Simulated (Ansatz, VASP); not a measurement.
## One calculation of BN, two programs

```
B N
1.0
     2.54000    0.00000    0.00000
    -1.27000    2.19970    0.00000
     0.00000    0.00000    6.59800
B N
2 2
Cartesian
  0.0000 1.4665 1.6495
  1.2700 0.7332 4.9485
  0.0000 1.4665 4.9485
  1.2700 0.7332 1.6495
```

Alike in both runs: functional PBE; k mesh 13 × 13 × 5; occupations fermi-dirac, width 0.02 eV; no spin polarisation.

Ansatz relaxed the structure, and its values are those at the end. VASP's run is a single point on that final structure, the one shown.

```csv
,VASP,Ansatz
version,VASP 6.6.1,Ansatz 0.2.0
potentials or method,"VASP PAW PBE potentials, release 64 (B, N)","plane-wave PAW, scalar-relativistic"
plane-wave cutoff (eV),520,420
valence electrons in the cell,16,16
```

|  | VASP | Ansatz | Ansatz less VASP |
| --- | --- | --- | --- |
| gap on the k mesh at the Fermi level (eV) | 4.21 | 4.21 | +0.006 |
| pressure (GPa) | -6.4 | -6.4 | -0.08 |

Ansatz warned: «stress_scf_threshold_loose».

Caveats: an odd mesh through Γ misses points on the zone boundary, where band edges often lie; this functional lacks dispersion, which binds the layers, so the pressure and a relaxed spacing across them are unreliable.
